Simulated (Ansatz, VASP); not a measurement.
SrTiO3: VASP beside Ansatz

File INCAR:

```
SYSTEM = SrTiO3
  PREC = Accurate
  ENCUT = 520
  EDIFF = 1E-6
  ISMEAR = 0
  SIGMA = 0.01
  LREAL = .FALSE.
  LASPH = .TRUE.
  NELM = 150
  ALGO = Normal
  ISIF = 2
  LWAVE = .FALSE.
  LCHARG = .FALSE.
  MAGMOM = 0 0 0 0 0 0 0 0 0 0 0 0 0 0 0
  LORBIT = 11
  LSORBIT = .TRUE.
  GGA_COMPAT = .FALSE.
  LORBMOM = .TRUE.
  LMAXMIX = 4
  GGA = PE
  NBANDS = 55
```

The input KPOINTS:

```
Automatic mesh
0
G
  6 6 6
  0 0 0
```

Contents of POSCAR:

```
SrTiO3
1.0
    3.9068515433      0.0000000000      0.0000000000
    0.0000000000      3.9068515433      0.0000000000
    0.0000000000      0.0000000000      3.9068515433
Sr Ti O
1 1 3
Direct
    0.0000000000      0.0000000000      0.0000000000
    0.5000000000      0.5000000000      0.5000000000
    0.5000000000      0.0000000000      0.5000000000
    0.5000000000      0.5000000000      0.0000000000
    0.0000000000      0.5000000000      0.5000000000
```

Input for Ansatz:

```yaml
crystal:
  lattice:
    - [3.9068515433, 0.0, 0.0]
    - [0.0, 3.9068515433, 0.0]
    - [0.0, 0.0, 3.9068515433]
  atoms:
    - { symbol: Sr, position: [0.0, 0.0, 0.0] }
    - { symbol: Ti, position: [0.5, 0.5, 0.5] }
    - { symbol: O, position: [0.5, 0.0, 0.5] }
    - { symbol: O, position: [0.5, 0.5, 0.0] }
    - { symbol: O, position: [0.0, 0.5, 0.5] }
kpoints:
  mp_grid: { grid: [6, 6, 6] }
  band_path:
    path: [[0.0, 0.0, 0.0], [0.0, 0.5, 0.0], [0.5, 0.5, 0.0], [0.5, 0.5, 0.5]]
    npoints: 1
hamiltonian:
  xc: pbe
scf:
  occupations: { method: fixed }
  n_extra_bands: 10
magnetization:
  noncollinear: true
  spin_orbit: true
output:
  forces: true
  stress: true
  eigenvalues: true
```

Alike in both runs: task single point; functional PBE; k mesh 6 × 6 × 6; non-collinear spin, spin-orbit coupling.

|  | VASP | Ansatz |
| --- | --- | --- |
| version | VASP 6.6.1 | Ansatz 0.2.0 |
| potentials or method | VASP PAW PBE potentials, release 64 (Sr_sv, Ti_sv, O) | plane waves, PAW |
| plane-wave cutoff (eV) | 520 | 420 |
| occupations | gaussian, width 0.01 eV | fixed |
| valence electrons in the cell | 40 | 40 |

```tsv
	VASP	Ansatz	Ansatz less VASP
gap on the k mesh at the Fermi level (eV)	1.84	1.87	+0.030
pressure (GPa)	4.7	4.1	-0.65
net moment per atom (μB)	0.00	0.00	0.000
```
